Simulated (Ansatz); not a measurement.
**Platinum, hcp under revPBE: structure, energy and stiffness**

Aim: take platinum in the hcp structure, relax it, solve it on a dense k-mesh, then scale the cell to 7 volumes from 88 to 112 % of the relaxed one and try a fit of the equation of state. Spin polarisation is left out. The k-meshes are 13×13×7 for the relaxation; 21×21×11 for the dense run; 15×15×8 for the volumes.

This is Pt in the hcp structure; at room conditions it is fcc.

Computed with Ansatz 0.2.0 (DFT revPBE, plane waves (420 eV) with PAW, scalar-relativistic; PBE-made PAW files, unless a step says otherwise).

## 1. The starting structure

The structure is hexagonal, space group P6_3/mmc (No. 194). Conventional cell: a = 2.774 Å, b = 2.774 Å, c = 4.530 Å, α = 90.00°, β = 90.00°, γ = 120.00°. Pt (site symmetry -6m2) is surrounded by 12 Pt at 2.77 Å.

Structure file:

```
Pt
1.0
     2.77405    0.00000    0.00000
    -1.38702    2.40239    0.00000
     0.00000    0.00000    4.53002
Pt
2
Direct
  0.33333 0.66667 0.25000
  0.66667 0.33333 0.75000
```

## 2. Relaxing cell and atoms

input.yaml

```yaml
crystal:
  lattice:
    - [2.7740467412, 0.0, 0.0]
    - [-1.3870233706, 2.4023949491, 0.0]
    - [0.0, 0.0, 4.5300183283]
  atoms:
    - { symbol: Pt, position: [0.3333333333, 0.6666666667, 0.25] }
    - { symbol: Pt, position: [0.6666666667, 0.3333333333, 0.75] }
hamiltonian:
  xc: revpbe
  pseudopotentials:
    kind: paw
    azcp:
      Pt: "pseudopotentials/Pt.paw.azcp"
basis:
  ecutwfc: 420
  fft_grid_basis: typed
kpoints:
  mp_grid: { grid: [13, 13, 7], shift: [0, 0, 0] }
magnetization:
  spin_polarized: false
scf:
  occupations: { method: fermi_dirac, width: 0.1 }
relax:
  max_steps: 60
  f_tol: 0.01
  cell: {}
```

Standard output:

```text
Warning: RAYON_NUM_THREADS=2 ignored (pool sized by the plan → 2); use --threads N
Engine: ansatz 0.2.0, x86_64-unknown-linux-gnu
Pseudopotentials: kind: paw
Pseudopotential: Pt, paw, valence charge 18, recommended cutoff 420 eV (normal), <dir>
Functional definition: revPBE
  parameter kappa = 1.245
  parameter beta = 0.06672455060314922
  exchange = pbe_x(kappa = kappa, mu = beta*pi^2/3)
  correlation = pbe_c(beta = beta)
Crystal: 2 atoms, lattice volume = 30.190 Å³
Basis set: ecut = 420 eV, 591 PW (Γ), exchange–correlation on 40×40×64 points (8 copies of the dense FFT grid, shifted against one another)
Bands: 22, of which v1, the nominal top of the filled ones, is band 18 counted from 1 (17 counted from 0)
Symmetry: 24 space group operations
Space group: P63/mmc (ITA 194), of the structure as read, at distance tolerance 3.1e-5 Å
k-points: 84 of 1183
Non-local potential: Pt, projectors of the file, l = 0: 3, l = 1: 2, l = 2: 2, l = 3: 1
PAW form: soft (Blöchl's): semilocal exchange-correlation on the pseudo side does not see the compensation charge
PAW frozen core: Pt, regenerated for the run's functional, and the local potential with it (the file was generated under x = pbe(κ = 0.804, μ = 0.2195149727645171), c = pbe(β = 0.06672455060314922))
PAW one-centre angular grid: Pt, 590 points (default); XC on 64 Gauss nodes
Initial density: superposition of atomic densities (neutral atoms: chi_scale 0, normalization atom), corrected by the library's trained network
Initial wavefunctions: pseudopotential atomic-orbital guess
Functional: x = revpbe(κ = 1.245, μ = 0.2195149727645171), c = pbe(β = 0.06672455060314922)
SCF iter   1: F=—  HF=-25065.481596 eV  |F-HF|=—  |Δ(HF+E_count)|=         —  Δρ=5.50e-3  dr2=2.54e-3  ethr=1.77e-3  ⟨swp⟩=4.9  Hψ=7105  notcnv=0
preconditioner: auto → Kerker (q_TF=auto, 2.810 Å⁻¹)  [metal: Δε(μ)=0.005 eV  Ē_g=9.494 eV  σ=0.100 eV  W_gap=0.01  n_scr=10 (ndim 8)  ℏωp=30.2 eV  f_vac=0.000  D(μ)=3.83/eV (n_scr^D=54)]
SCF iter   2: F=—  HF=-25065.484924 eV  |F-HF|=—  |Δ(HF+E_count)|=   3.33e-3  Δρ=2.89e-3  dr2=6.69e-4  ethr=7.05e-6  ⟨swp⟩=2.1  Hψ=3314  notcnv=0
SCF iter   3: F=—  HF=-25065.485887 eV  |F-HF|=—  |Δ(HF+E_count)|=   9.63e-4  Δρ=4.76e-4  dr2=2.17e-5  ethr=1.86e-6  ⟨swp⟩=2.0  Hψ=2575  notcnv=0
SCF iter   4: F=—  HF=-25065.485915 eV  |F-HF|=—  |Δ(HF+E_count)|=   2.83e-5  Δρ=6.05e-5  dr2=6.64e-7  ethr=6.04e-8  ⟨swp⟩=2.1  Hψ=2825  notcnv=0
iter 5 did not close the SCF: its close was put off for the readings that it lacked (scf_convergence_deferred on its scf_iter line)
SCF iter   5: F=-25065.485916 eV  HF=-25065.485916 eV  |F-HF|=1.99e-8  |Δ(HF+E_count)|=   3.07e-7  Δρ=1.82e-5  dr2=9.18e-8  ethr=1.84e-9  ⟨swp⟩=2.3  Hψ=2848  notcnv=0
SCF iter   6: F=-25065.485916 eV  HF=-25065.485916 eV  |F-HF|=1.31e-10  |Δ(HF+E_count)|=   2.06e-9  Δρ=4.89e-6  dr2=4.80e-9  ethr=2.55e-10  ⟨swp⟩=2.3  Hψ=6362  notcnv=0
SCF 1 converged in 6 iterations: F = -25065.485916 eV  dr2 = 4.80e-9
relax step   1: F+E_penalty+E_count = -25065.48591572 eV  Δ(F+E_penalty+E_count) = +0.000e0 eV  max|allowed force component| = 7.401e-17 eV/Å  Δτ_max = 0.0000 Å  P = +14.837 GPa  Ω = 30.190 Å³  (6 SCF iters, dr2 threshold 1.00e-7 eV, accepted)
Crystal: 2 atoms, lattice volume = 33.261 Å³
Basis set: ecut = 420 eV, 651 PW (Γ), exchange–correlation on 40×40×64 points (8 copies of the dense FFT grid, shifted against one another)
Initial density: handed on by an earlier stage of this run
Initial wavefunctions: those handed on with the density
iter 1 solved again at ethr=3.93e-5 eV; its pass at ethr=3.10e-3 eV (dr2=1.42e-2 eV) is discarded
SCF iter   1: F=—  HF=-25065.542642 eV  |F-HF|=—  |Δ(HF+E_count)|=         —  Δρ=8.16e-3  dr2=1.40e-2  ethr=3.93e-5  ⟨swp⟩=2.4  Hψ=10615  notcnv=0
preconditioner: auto → Kerker (q_TF=auto, 2.765 Å⁻¹)  [metal: Δε(μ)=0.011 eV  Ē_g=8.606 eV  σ=0.100 eV  W_gap=0.03  n_scr=10 (ndim 8)  ℏωp=28.8 eV  f_vac=0.000  D(μ)=4.14/eV (n_scr^D=66)]
SCF iter   2: F=—  HF=-25065.540718 eV  |F-HF|=—  |Δ(HF+E_count)|=   1.92e-3  Δρ=4.56e-3  dr2=4.17e-3  ethr=3.90e-5  ⟨swp⟩=1.0  Hψ=1848  notcnv=0
SCF iter   3: F=—  HF=-25065.540131 eV  |F-HF|=—  |Δ(HF+E_count)|=   5.87e-4  Δρ=7.68e-4  dr2=1.80e-4  ethr=1.16e-5  ⟨swp⟩=1.2  Hψ=1986  notcnv=0
SCF iter   4: F=—  HF=-25065.540074 eV  |F-HF|=—  |Δ(HF+E_count)|=   5.69e-5  Δρ=2.05e-4  dr2=1.13e-5  ethr=4.99e-7  ⟨swp⟩=1.2  Hψ=1982  notcnv=0
SCF iter   5: F=—  HF=-25065.540075 eV  |F-HF|=—  |Δ(HF+E_count)|=   8.97e-7  Δρ=4.29e-5  dr2=3.95e-7  ethr=3.14e-8  ⟨swp⟩=2.0  Hψ=2565  notcnv=0
SCF iter   6: F=-25065.540075 eV  HF=-25065.540075 eV  |F-HF|=5.24e-9  |Δ(HF+E_count)|=   1.94e-7  Δρ=1.23e-5  dr2=3.72e-8  ethr=5.56e-10  ⟨swp⟩=4.0  Hψ=6130  notcnv=0
SCF 2 converged in 6 iterations: F = -25065.540075 eV  dr2 = 3.72e-8
relax step   2: F+E_penalty+E_count = -25065.54007487 eV  Δ(F+E_penalty+E_count) = -5.416e-2 eV  max|allowed force component| = 3.701e-17 eV/Å  Δτ_max = 0.0000 Å  P = -8.483 GPa  Ω = 33.261 Å³  energy of the carried Pulay correction = -1.512e-3 eV  (6 SCF iters, dr2 threshold 2.00e-7 eV, accepted)
Crystal: 2 atoms, lattice volume = 32.143 Å³
Basis set: ecut = 420 eV, 627 PW (Γ), exchange–correlation on 40×40×64 points (8 copies of the dense FFT grid, shifted against one another)
iter 1 solved again at ethr=8.30e-6 eV; its pass at ethr=3.10e-3 eV (dr2=2.99e-3 eV) is discarded
SCF iter   1: F=—  HF=-25065.580646 eV  |F-HF|=—  |Δ(HF+E_count)|=         —  Δρ=3.33e-3  dr2=2.22e-3  ethr=8.30e-6  ⟨swp⟩=1.0  Hψ=9125  notcnv=0
preconditioner: auto → Kerker (q_TF=auto, 2.780 Å⁻¹)  [metal: Δε(μ)=0.012 eV  Ē_g=8.857 eV  σ=0.100 eV  W_gap=0.03  n_scr=10 (ndim 8)  ℏωp=29.3 eV  f_vac=0.000  D(μ)=3.89/eV (n_scr^D=54)]
SCF iter   2: F=—  HF=-25065.580261 eV  |F-HF|=—  |Δ(HF+E_count)|=   3.85e-4  Δρ=1.80e-3  dr2=6.62e-4  ethr=6.16e-6  ⟨swp⟩=1.0  Hψ=1848  notcnv=0
SCF iter   3: F=—  HF=-25065.580144 eV  |F-HF|=—  |Δ(HF+E_count)|=   1.17e-4  Δρ=2.70e-4  dr2=1.26e-5  ethr=1.84e-6  ⟨swp⟩=2.2  Hψ=2525  notcnv=0
SCF iter   4: F=—  HF=-25065.580121 eV  |F-HF|=—  |Δ(HF+E_count)|=   2.25e-5  Δρ=4.69e-5  dr2=4.67e-7  ethr=3.49e-8  ⟨swp⟩=2.3  Hψ=3415  notcnv=0
iter 5 did not close the SCF: its close was put off for the readings that it lacked (scf_convergence_deferred on its scf_iter line)
SCF iter   5: F=-25065.580121 eV  HF=-25065.580121 eV  |F-HF|=4.35e-9  |Δ(HF+E_count)|=   1.57e-7  Δρ=1.14e-5  dr2=3.23e-8  ethr=1.30e-9  ⟨swp⟩=2.0  Hψ=2661  notcnv=0
SCF iter   6: F=-25065.580121 eV  HF=-25065.580121 eV  |F-HF|=5.24e-10  |Δ(HF+E_count)|=   7.39e-9  Δρ=3.84e-6  dr2=3.23e-9  ethr=8.97e-11  ⟨swp⟩=2.0  Hψ=6201  notcnv=0
SCF 3 converged in 6 iterations: F = -25065.580121 eV  dr2 = 3.23e-9
relax step   3: F+E_penalty+E_count = -25065.58012127 eV  Δ(F+E_penalty+E_count) = -4.005e-2 eV  max|allowed force component| = 1.480e-16 eV/Å  Δτ_max = 0.0000 Å  P = -1.672 GPa  Ω = 32.143 Å³  energy of the carried Pulay correction = -9.731e-4 eV  (6 SCF iters, dr2 threshold 2.00e-7 eV, accepted)
Crystal: 2 atoms, lattice volume = 31.834 Å³
Basis set: ecut = 420 eV, 615 PW (Γ), exchange–correlation on 40×40×64 points (8 copies of the dense FFT grid, shifted against one another)
iter 1 solved again at ethr=2.50e-6 eV; its pass at ethr=3.10e-3 eV (dr2=8.99e-4 eV) is discarded
SCF iter   1: F=—  HF=-25065.585706 eV  |F-HF|=—  |Δ(HF+E_count)|=         —  Δρ=2.85e-3  dr2=7.92e-4  ethr=2.50e-6  ⟨swp⟩=2.3  Hψ=9568  notcnv=0
preconditioner: auto → Kerker (q_TF=auto, 2.785 Å⁻¹)  [metal: Δε(μ)=0.004 eV  Ē_g=8.954 eV  σ=0.100 eV  W_gap=0.01  n_scr=10 (ndim 8)  ℏωp=29.4 eV  f_vac=0.000  D(μ)=3.68/eV (n_scr^D=42)]
SCF iter   2: F=—  HF=-25065.585559 eV  |F-HF|=—  |Δ(HF+E_count)|=   1.47e-4  Δρ=1.35e-3  dr2=1.80e-4  ethr=2.20e-6  ⟨swp⟩=1.0  Hψ=1848  notcnv=0
SCF iter   3: F=—  HF=-25065.585499 eV  |F-HF|=—  |Δ(HF+E_count)|=   6.06e-5  Δρ=1.68e-4  dr2=4.01e-6  ethr=4.99e-7  ⟨swp⟩=2.0  Hψ=2802  notcnv=0
iter 4 did not close the SCF: its close was put off for the readings that it lacked (scf_convergence_deferred on its scf_iter line)
SCF iter   4: F=-25065.585499 eV  HF=-25065.585499 eV  |F-HF|=2.79e-9  |Δ(HF+E_count)|=   3.31e-7  Δρ=2.47e-5  dr2=1.18e-7  ethr=1.11e-8  ⟨swp⟩=2.8  Hψ=3060  notcnv=0
iter 5 did not close the SCF: its close was put off for the readings that it lacked (scf_convergence_deferred on its scf_iter line)
SCF iter   5: F=-25065.585499 eV  HF=-25065.585499 eV  |F-HF|=1.89e-9  |Δ(HF+E_count)|=   1.23e-8  Δρ=6.42e-6  dr2=1.37e-8  ethr=3.27e-10  ⟨swp⟩=1.6  Hψ=2554  notcnv=0
SCF iter   6: F=-25065.585499 eV  HF=-25065.585499 eV  |F-HF|=9.09e-11  |Δ(HF+E_count)|=  7.28e-11  Δρ=1.81e-6  dr2=6.75e-10  ethr=3.80e-11  ⟨swp⟩=1.3  Hψ=5082  notcnv=0
SCF 4 converged in 6 iterations: F = -25065.585499 eV  dr2 = 6.75e-10
relax step   4: F+E_penalty+E_count = -25065.58549925 eV  Δ(F+E_penalty+E_count) = -5.378e-3 eV  max|allowed force component| = 1.342e-16 eV/Å  Δτ_max = 0.0000 Å  P = +0.568 GPa  Ω = 31.834 Å³  energy of the carried Pulay correction = -8.162e-4 eV  (6 SCF iters, dr2 threshold 2.00e-7 eV, accepted)
Crystal: 2 atoms, lattice volume = 31.922 Å³
Basis set: ecut = 420 eV, 639 PW (Γ), exchange–correlation on 40×40×64 points (8 copies of the dense FFT grid, shifted against one another)
iter 1 solved again at ethr=6.99e-7 eV; its pass at ethr=3.10e-3 eV (dr2=2.52e-4 eV) is discarded
SCF iter   1: F=—  HF=-25065.587051 eV  |F-HF|=—  |Δ(HF+E_count)|=         —  Δρ=1.92e-3  dr2=3.26e-4  ethr=6.99e-7  ⟨swp⟩=2.2  Hψ=10526  notcnv=0
preconditioner: auto → Kerker (q_TF=auto, 2.784 Å⁻¹)  [metal: Δε(μ)=0.003 eV  Ē_g=8.917 eV  σ=0.100 eV  W_gap=0.01  n_scr=10 (ndim 8)  ℏωp=29.4 eV  f_vac=0.000  D(μ)=3.58/eV (n_scr^D=36)]
SCF iter   2: F=—  HF=-25065.586993 eV  |F-HF|=—  |Δ(HF+E_count)|=   5.80e-5  Δρ=9.15e-4  dr2=7.24e-5  ethr=6.99e-7  ⟨swp⟩=1.0  Hψ=1848  notcnv=0
SCF iter   3: F=—  HF=-25065.586962 eV  |F-HF|=—  |Δ(HF+E_count)|=   3.10e-5  Δρ=1.07e-4  dr2=1.24e-6  ethr=2.01e-7  ⟨swp⟩=2.0  Hψ=3194  notcnv=0
iter 4 did not close the SCF: its close was put off for the readings that it lacked (scf_convergence_deferred on its scf_iter line)
SCF iter   4: F=-25065.586962 eV  HF=-25065.586962 eV  |F-HF|=3.74e-9  |Δ(HF+E_count)|=   4.89e-7  Δρ=1.97e-5  dr2=6.22e-8  ethr=3.44e-9  ⟨swp⟩=2.4  Hψ=3047  notcnv=0
iter 5 did not close the SCF: its close was put off for the readings that it lacked (scf_convergence_deferred on its scf_iter line)
SCF iter   5: F=-25065.586962 eV  HF=-25065.586962 eV  |F-HF|=1.91e-9  |Δ(HF+E_count)|=   2.80e-9  Δρ=4.20e-6  dr2=3.88e-9  ethr=1.73e-10  ⟨swp⟩=2.3  Hψ=3327  notcnv=0
SCF iter   6: F=-25065.586962 eV  HF=-25065.586962 eV  |F-HF|=1.46e-11  |Δ(HF+E_count)|=  9.75e-10  Δρ=4.98e-7  dr2=5.24e-11  ethr=1.08e-11  ⟨swp⟩=1.0  Hψ=5000  notcnv=0
SCF 5 converged in 6 iterations: F = -25065.586962 eV  dr2 = 5.24e-11
relax step   5: F+E_penalty+E_count = -25065.58696207 eV  Δ(F+E_penalty+E_count) = -1.463e-3 eV  max|allowed force component| = 8.789e-17 eV/Å  Δτ_max = 0.0000 Å  P = +0.042 GPa  Ω = 31.922 Å³  energy of the carried Pulay correction = -8.553e-4 eV  (6 SCF iters, dr2 threshold 2.00e-7 eV, accepted)
Crystal: 2 atoms, lattice volume = 31.931 Å³
iter 1 solved again at ethr=9.02e-8 eV; its pass at ethr=3.10e-3 eV (dr2=3.25e-5 eV) is discarded
SCF iter   1: F=—  HF=-25065.587022 eV  |F-HF|=—  |Δ(HF+E_count)|=         —  Δρ=3.57e-4  dr2=1.11e-5  ethr=9.02e-8  ⟨swp⟩=2.0  Hψ=8719  notcnv=0
preconditioner: auto → Kerker (q_TF=auto, 2.783 Å⁻¹)  [metal: Δε(μ)=0.003 eV  Ē_g=8.914 eV  σ=0.100 eV  W_gap=0.01  n_scr=10 (ndim 8)  ℏωp=29.4 eV  f_vac=0.000  D(μ)=3.58/eV (n_scr^D=36)]
SCF iter   2: F=—  HF=-25065.586997 eV  |F-HF|=—  |Δ(HF+E_count)|=   2.45e-5  Δρ=1.69e-4  dr2=2.38e-6  ethr=3.07e-8  ⟨swp⟩=1.0  Hψ=1848  notcnv=0
iter 3 did not close the SCF: its close was put off for the readings that it lacked (scf_convergence_deferred on its scf_iter line)
SCF iter   3: F=-25065.586997 eV  HF=-25065.586997 eV  |F-HF|=1.57e-8  |Δ(HF+E_count)|=   4.04e-7  Δρ=1.91e-5  dr2=4.11e-8  ethr=6.61e-9  ⟨swp⟩=1.3  Hψ=2140  notcnv=0
iter 4 did not close the SCF: its close was put off for the readings that it lacked (scf_convergence_deferred on its scf_iter line)
SCF iter   4: F=-25065.586997 eV  HF=-25065.586997 eV  |F-HF|=2.15e-10  |Δ(HF+E_count)|=   1.07e-8  Δρ=2.58e-6  dr2=1.72e-9  ethr=1.14e-10  ⟨swp⟩=2.7  Hψ=3278  notcnv=0
iter 5 did not close the SCF: its close was put off for the readings that it lacked (scf_convergence_deferred on its scf_iter line)
SCF iter   5: F=-25065.586997 eV  HF=-25065.586997 eV  |F-HF|=2.91e-11  |Δ(HF+E_count)|=  1.46e-11  Δρ=6.54e-7  dr2=9.04e-11  ethr=4.78e-12  ⟨swp⟩=2.4  Hψ=2752  notcnv=0
SCF iter   6: F=-25065.586997 eV  HF=-25065.586997 eV  |F-HF|=1.82e-11  |Δ(HF+E_count)|=  1.82e-11  Δρ=1.30e-7  dr2=2.42e-12  ethr=1.00e-12  ⟨swp⟩=1.0  Hψ=4032  notcnv=0
SCF 6 converged in 6 iterations: F = -25065.586997 eV  dr2 = 2.42e-12
relax step   6: F+E_penalty+E_count = -25065.58699709 eV  Δ(F+E_penalty+E_count) = -3.502e-5 eV  max|allowed force component| = 1.110e-16 eV/Å  Δτ_max = 0.0000 Å  P = +0.001 GPa  Ω = 31.931 Å³  energy of the carried Pulay correction = -8.592e-4 eV  (6 SCF iters, dr2 threshold 1.53e-7 eV, accepted)
Initial wavefunctions: pseudopotential atomic-orbital guess (no wavefunctions were taken with the density)
iter 1 solved again at ethr=9.51e-9 eV; its pass at ethr=3.10e-3 eV (dr2=3.42e-6 eV) is discarded
SCF iter   1: F=—  HF=-25065.587721 eV  |F-HF|=—  |Δ(HF+E_count)|=         —  Δρ=1.98e-4  dr2=9.81e-7  ethr=9.51e-9  ⟨swp⟩=3.7  Hψ=13014  notcnv=0
preconditioner: auto → Kerker (q_TF=auto, 2.783 Å⁻¹)  [metal: Δε(μ)=0.001 eV  Ē_g=8.925 eV  σ=0.100 eV  W_gap=0.00  n_scr=10 (ndim 8)  ℏωp=29.4 eV  f_vac=0.000  D(μ)=3.58/eV (n_scr^D=36)]
SCF iter   2: F=—  HF=-25065.587717 eV  |F-HF|=—  |Δ(HF+E_count)|=   3.98e-6  Δρ=1.02e-4  dr2=2.54e-7  ethr=2.72e-9  ⟨swp⟩=1.0  Hψ=1848  notcnv=0
SCF iter   3: F=—  HF=-25065.587723 eV  |F-HF|=—  |Δ(HF+E_count)|=   5.96e-6  Δρ=3.07e-6  dr2=6.28e-10  ethr=7.06e-10  ⟨swp⟩=3.0  Hψ=3389  notcnv=0
SCF iter   4: F=—  HF=-25065.587723 eV  |F-HF|=—  |Δ(HF+E_count)|=   1.52e-9  Δρ=5.39e-7  dr2=5.00e-11  ethr=1.74e-12  ⟨swp⟩=2.0  Hψ=2647  notcnv=0
iter 5 did not close the SCF: its close was put off for the readings that it lacked (scf_convergence_deferred on its scf_iter line)
SCF iter   5: F=-25065.587723 eV  HF=-25065.587723 eV  |F-HF|=1.46e-11  |Δ(HF+E_count)|=  1.09e-11  Δρ=1.07e-7  dr2=2.77e-12  ethr=1.00e-12  ⟨swp⟩=1.0  Hψ=1848  notcnv=0
iter 6 did not close the SCF: its close was put off for the readings that it lacked (scf_convergence_deferred on its scf_iter line)
SCF iter   6: F=-25065.587723 eV  HF=-25065.587723 eV  |F-HF|=1.46e-11  |Δ(HF+E_count)|=  2.18e-11  Δρ=2.13e-8  dr2=7.47e-14  ethr=1.00e-12  ⟨swp⟩=1.0  Hψ=1848  notcnv=0
iter 7 did not close the SCF: its close was put off for the readings that it lacked (scf_convergence_deferred on its scf_iter line)
SCF iter   7: F=-25065.587723 eV  HF=-25065.587723 eV  |F-HF|=3.64e-12  |Δ(HF+E_count)|=  1.46e-11  Δρ=5.67e-9  dr2=6.53e-15  ethr=1.00e-12  ⟨swp⟩=1.0  Hψ=1848  notcnv=0
iter 8 did not close the SCF: its close was put off for the readings that it lacked (scf_convergence_deferred on its scf_iter line)
SCF iter   8: F=-25065.587723 eV  HF=-25065.587723 eV  |F-HF|=0.00e0  |Δ(HF+E_count)|=  7.28e-12  Δρ=1.18e-9  dr2=3.28e-16  ethr=1.00e-12  ⟨swp⟩=1.0  Hψ=1848  notcnv=0
SCF iter   9: F=-25065.587723 eV  HF=-25065.587723 eV  |F-HF|=0.00e0  |Δ(HF+E_count)|=    0.00e0  Δρ=3.23e-10  dr2=2.40e-17  ethr=1.00e-12  ⟨swp⟩=1.2  Hψ=4069  notcnv=0
SCF 7 converged in 9 iterations: F = -25065.587723 eV  dr2 = 2.40e-17
relax step   7: F+E_penalty+E_count = -25065.58772269 eV  Δ(F+E_penalty+E_count) = -7.256e-4 eV  max|allowed force component| = 1.203e-16 eV/Å  Δτ_max = 0.0000 Å  P = -0.005 GPa  Ω = 31.931 Å³  stress off target by 1.48e-2 GPa  SCF on the basis re-selected at this cell (its energy is not comparable with the rows above)  (9 SCF iters)
basis re-selected at this cell: Δ(F+E_penalty+E_count) = -7.256e-4 eV, ΔP = -0.006 GPa vs the last step (what re-selecting the basis moved, of the pressure what is left beyond the Pulay correction that the steps carried, after the strain that the cell walked since its last selection, with what the two solves' SCF thresholds leave and, on support functions, any second-order correction that the steps lacked; it is no measure of the basis error at this ecutwfc). This SCF's stress stands 1.48e-2 GPa from its target on what of the cell is left free (relax.cell.stress_tol is 5.00e-2 GPa) and its largest allowed force component is 1.20e-16 eV/Å (relax.f_tol is 1.00e-2 eV/Å): within both
SCF converged after 9 iterations
Free energy (F): -25065.587723 eV
Harris-Foulkes:  -25065.587723 eV  (|F-HF|=0.00e0)
Internal energy: -25065.471294 eV  (E = F + TS)
E sigma→0 (E₀):  -25065.529508 eV
Entropy (-TS):   -0.116429 eV (-58.214 meV/atom)
Fermi energy:    21.733021 eV
--- Per-component energies (eV) ---
  E_band       = -306.258337
  E_kinetic    = 1273.268799
  E_local      = -3077.553807  (includes V_loc(G=0)·N_el)
  E_nonlocal   = 398.925945
  E_hartree    = 1139.439951
  E_xc         = -523.064983
  E_vxc        = -604.399716  (∫ρ·V_xc dr)
  E_paw        = -18927.198308  (= ΣΔE_a)
  E_vpaw       = -575.379903  (= ΣTr[D̂ρ^β])
  E_aug_tail   = 0.000443  (compensation charges beyond the density's cutoff)
  E_ewald      = -5349.235309
  E_core_change = -0.054026  (= ΣΔE_core)
  E_smearing   = -0.116429  (= −TS)
  E_closure    = 0.000000  (closes the sum)
  Σ components = -25065.587723   (vs F -25065.587723, Δ=0.00e0)
--- Forces (eV/Å), atoms counted from 1 ---
  atom   1  Pt     0.00000000     0.00000000    -0.00000000
  atom   2  Pt    -0.00000000    -0.00000000     0.00000000
  max |Σ_I F_I| component: 9.25e-18 eV/Å
--- Stress (GPa, compression-positive) ---
       -0.014774       0.000000       0.000000
        0.000000      -0.014774       0.000000
        0.000000       0.000000       0.014185
  P = ⅓ Tr σ = -0.0051 GPa (-0.051 kbar)
--- Relaxed structure (6 steps of the walk, 6 accepted, 1 SCFs on fresh bases) ---
  F+E_penalty+E_count = -25065.58772269 eV   max|allowed force component| = 1.203e-16 eV/Å   (the final SCF, on the basis selected at the relaxed cell)
  cell:  # Å, volume = 31.9312 Å³
    - [2.7776747849097876, -3.574596091070865e-35, 0.0]
    - [-1.3888373924548938, 2.405536927183353, 0.0]
    - [0.0, 0.0, 4.778826924321397]
  atoms:
    - { symbol: Pt, position: [0.3333333333333333, 0.6666666666666666, 0.25] }
    - { symbol: Pt, position: [0.6666666666666665, 0.3333333333333333, 0.75] }
```

Wall time 4.5 s (2 threads of an x86-64 CPU, shared host); peak memory 0.37 GiB.

The walk, from the log:

| step | energy change (meV/atom) | largest force (eV/Å) | pressure (GPa) | volume (Å³/atom) |
| --- | --- | --- | --- | --- |
| 1 | 0.00 | 0.0000 | 14.84 | 15.095 |
| 2 | -27.08 | 0.0000 | -8.48 | 16.630 |
| 3 | -47.10 | 0.0000 | -1.67 | 16.072 |
| 4 | -49.79 | 0.0000 | 0.57 | 15.917 |
| 5 | -50.52 | 0.0000 | 0.04 | 15.961 |
| 6 | -50.54 | 0.0000 | 0.00 | 15.966 |
| 7 | -50.90 | 0.0000 | -0.01 | 15.966 |

Steps that repeat a cell are solved on a basis chosen anew, so their changes of energy are no gain of the relaxation.

The cell of the run, before and after:

|  | before | after | change |
| --- | --- | --- | --- |
| a (Å) | 2.774 | 2.778 | +0.1 % |
| b (Å) | 2.774 | 2.778 | +0.1 % |
| c (Å) | 4.530 | 4.779 | +5.5 % |
| volume (Å³/atom) | 15.095 | 15.966 | +5.8 % |
| shortest distance (Å) | 2.774 | 2.778 | +0.1 % |
| space group (spins left aside) | P6_3/mmc | P6_3/mmc | same |

## 3. Dense single point

input.yaml

```yaml
crystal:
  lattice:
    - [2.7776747849, 0.0, 0.0]
    - [-1.3888373925, 2.4055369272, 0.0]
    - [0.0, 0.0, 4.7788269243]
  atoms:
    - { symbol: Pt, position: [0.3333333333, 0.6666666667, 0.25] }
    - { symbol: Pt, position: [0.6666666667, 0.3333333333, 0.75] }
hamiltonian:
  xc: revpbe
  pseudopotentials:
    kind: paw
    azcp:
      Pt: "pseudopotentials/Pt.paw.azcp"
basis:
  ecutwfc: 420
  fft_grid_basis: typed
kpoints:
  mp_grid: { grid: [21, 21, 11], shift: [0, 0, 0] }
magnetization:
  spin_polarized: false
scf:
  occupations: { method: fermi_dirac, width: 0.1 }
```

Standard output (excerpt; [...] marks lines left out):

```text
Warning: RAYON_NUM_THREADS=2 ignored (pool sized by the plan → 2); use --threads N
[...]
[... 3 set-up lines as earlier in the session ...]
[...]
Crystal: 2 atoms, lattice volume = 31.931 Å³
Basis set: ecut = 420 eV, 639 PW (Γ)
Bands: 22, of which v1, the nominal top of the filled ones, is band 18 counted from 1 (17 counted from 0)
[... 1 set-up line as earlier in the session ...]
Space group: P63/mmc (ITA 194), of the structure as read, at distance tolerance 3.2e-5 Å
k-points: 288 of 4851
[...]
SCF iter   1: F=—  HF=-25065.585719 eV  |F-HF|=—  |Δ(HF+E_count)|=         —  Δρ=5.48e-3  dr2=2.93e-3  ethr=1.77e-3  ⟨swp⟩=4.8  Hψ=24086  notcnv=0
[...]
SCF iter   6: F=-25065.589188 eV  HF=-25065.589188 eV  |F-HF|=6.18e-11  |Δ(HF+E_count)|=   6.16e-9  Δρ=5.57e-6  dr2=9.04e-9  ethr=2.78e-10  ⟨swp⟩=2.0  Hψ=12134  notcnv=0
[...]
SCF converged after 6 iterations
Free energy (F): -25065.589188 eV
[...]
E sigma→0 (E₀):  -25065.529935 eV
Entropy (-TS):   -0.118506 eV (-59.253 meV/atom)
Fermi energy:    21.729891 eV
[...]
```

Run time: 1.7 s. Hardware: 2 threads of an x86-64 CPU, shared host; peak memory 0.42 GiB.

[end of part 1 of 2]
